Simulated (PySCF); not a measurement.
## Electric properties by functional and basis

Species: C5H12.
SMILES: `CCC(C)C`

PySCF, dipoles from the SCF density, polarisabilities from static response with core orbitals frozen. Geometry: PBE0-D3(BJ)/def2-SVP, one conformer, isolated molecule.

**Question.** Compare the levels for these properties.

**Answer.** 

| level | μ (D) | α (Å³) | error (%) | anisotropy (Å³) |
| --- | --- | --- | --- | --- |
| LDA/def2-SVPD | 0.106 | 10.06 | +14.8 | 1.77 |
| PBE/def2-SVPD | 0.104 | 9.87 | +12.6 | 1.74 |
| B3LYP/def2-SVPD | 0.098 | 9.61 | +9.5 | 1.61 |
| PBE0/def2-SVPD | 0.096 | 9.53 | +8.6 | 1.62 |
| BHandHLYP/def2-SVPD | 0.092 | 9.29 | +5.9 | 1.51 |
| CAM-B3LYP/def2-SVPD | 0.094 | 9.47 | +8.0 | 1.53 |
| wB97X-D/def2-SVPD | 0.093 | 9.47 | +8.0 | 1.54 |
| LC-wPBE/def2-SVPD | 0.088 | 9.22 | +5.1 | 1.47 |
| HF/def2-SVPD | 0.088 | 8.98 | +2.4 | 1.37 |
| PBE0/6-31G* | 0.065 | 8.07 | -8.0 | 1.23 |
| PBE0/6-31+G* | 0.099 | 8.90 | +1.5 | 1.39 |
| PBE0/def2-SVP | 0.070 | 8.44 | -3.8 | 1.36 |
| PBE0/aug-cc-pVDZ | 0.103 | 9.76 | +11.3 | 1.70 |
| PBE0/def2-TZVP | 0.099 | 9.39 | +7.0 | 1.59 |
| PBE0/def2-TZVPD | 0.100 | 9.72 | +10.8 | 1.70 |

Reference polarisability: 8.770 Å³ (measured, gas; NIST CCCBDB Release 22 (SRD 101), experimental polarizabilities). The anisotropy is √(½[(α1 − α2)² + (α2 − α3)² + (α3 − α1)²]). For the polarisability, the smallest error is 1.5% (PBE0/6-31+G*) and the largest 14.8% (LDA/def2-SVPD). The dipole runs from 0.07 D (PBE0/6-31G*) to 0.11 D (LDA/def2-SVPD). In one basis (def2-SVPD) the functionals order the polarisability from HF (lowest) to LDA (highest), a spread of 12%. With PBE0 the polarisability is 8.63 Å³ without diffuse functions (mean of 6-31G*, def2-SVP and def2-TZVP) and 9.47 Å³ with them (mean of 6-31+G*, def2-SVPD, aug-cc-pVDZ and def2-TZVPD). Measured values can belong to vibrating molecules and may average over conformers; the computed ones are for one fixed geometry.
